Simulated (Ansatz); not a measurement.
**Co under changes of volume**

One of the cells (10.688 Å³/atom); the others are scaled copies at fixed shape and fractional positions:

```
Co
1.0
     2.47056    0.00000    0.00000
    -1.23528    2.13957    0.00000
     0.00000    0.00000    8.08823
Co
4
Direct
  0.66667 0.33333 0.75000
  0.00000 0.00000 0.50000
  0.33333 0.66667 0.25000
  0.00000 0.00000 0.00000
```

| Property | Result |
| --- | --- |
| Program | Ansatz 0.2.0 |
| Functional | r2SCAN |
| Potentials or basis | Ansatz PAW |
| Cutoff | 500 eV (not typed: the program's choice for these potentials) |
| k mesh | 12 × 12 × 4 |
| Occupations | fermi-dirac, width 0.05 eV |
| Spin | collinear spin, ferromagnetic start |
| Starting moments | [2.0, 2.0, 2.0, 2.0] μB |

```tsv
volume (Å³/atom)	energy over the lowest point (meV/atom)	pressure (GPa)	moment (μB per cell)
10.047	30.02	16.3	7.01
10.261	12.43	10.1	7.04
10.475	?	?	?
10.688	0.00	-0.4	7.07
10.902	3.49	-4.7	7.09
11.116	12.56	-8.6	7.10
11.330	26.52	-11.9	7.13
```

What does the run at 10.475 Å³/atom give?

Energy over the lowest point 2.72 meV/atom; pressure 4.6 GPa; moment 7.06 μB per cell.

Worked out: A Birch-Murnaghan fit of order 3 (a polynomial in V^(-2/3)) to the other rows has its minimum at 10.67 Å³/atom with B0 = V·E''(V) = 235 GPa and B' = 4.8 at fixed shape and positions, which overstates the stiffness. It gives 2.71 meV/atom at 10.475 Å³/atom, against the run's 2.72, and -dE/dV = 4.5 GPa, against 4.6. A straight line through the other rows of the moment, of slope 0.0866 μB per Å³/atom, gives 7.05 μB, against the run's 7.06.

Energies are extrapolated to zero smearing.

Caveats: the magnetic or orbital state may not be the lowest; the PAW data sets come from PBE, with cores solved anew for the run's functional, which leaves a small shift of forces and pressure.
